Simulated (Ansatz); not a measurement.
Li2O (anti-fluorite)

```
CELL_PARAMETERS angstrom
      0.00000     2.28997     2.28997
      2.28997     0.00000     2.28997
      2.28997     2.28997     0.00000
ATOMIC_POSITIONS crystal
  O  0.00000 0.00000 0.00000
  Li 0.25000 0.25000 0.25000
  Li 0.75000 0.75000 0.75000
```

Scan: atom 1 (O, nearest neighbour Li at 1.983 Å; its periodic images, 3.2 Å or more away, move with it) is displaced along Cartesian [111], direction (0.577, 0.577, 0.577) in Cartesian axes, by s. The other atoms stay.

Level of theory: PBEsol (plane waves to 420 eV, PAW, scalar-relativistic; Ansatz, a first-principles code). k mesh 10×10×10 (Γ-centred), Fermi-Dirac smearing 0.05 eV. The energy includes the smearing's −TS. Left out: 2 of 11 points, with atoms too close for the PAW data. Li2O was relaxed with its symmetry unable to fall. The zero of ΔE is the undisplaced structure.

```csv
s (Å),ΔE (meV/cell)
-0.472,858
-0.354,withheld
-0.236,164
-0.118,38
0.000,0
0.118,38
0.236,164
0.354,withheld
0.472,858
```

Fit an even polynomial form (powers 2, 4) to the given rows and predict ΔE at s = -0.354.

Least squares on the 7 given rows: ΔE = (2643)·s² + (5422)·s⁴, in meV/cell with s in Å; root-mean-square residual 0.1 meV/cell. At -0.354 the fit gives 416 meV/cell; the calculation gives 413 meV/cell, so the interpolation is off by 3 (+0.7 %). The quadratic term alone would give 331 meV/cell.

(A displaced cell: forces are minus the slopes of the energy, force constants its curvatures, and phonons follow from these.)
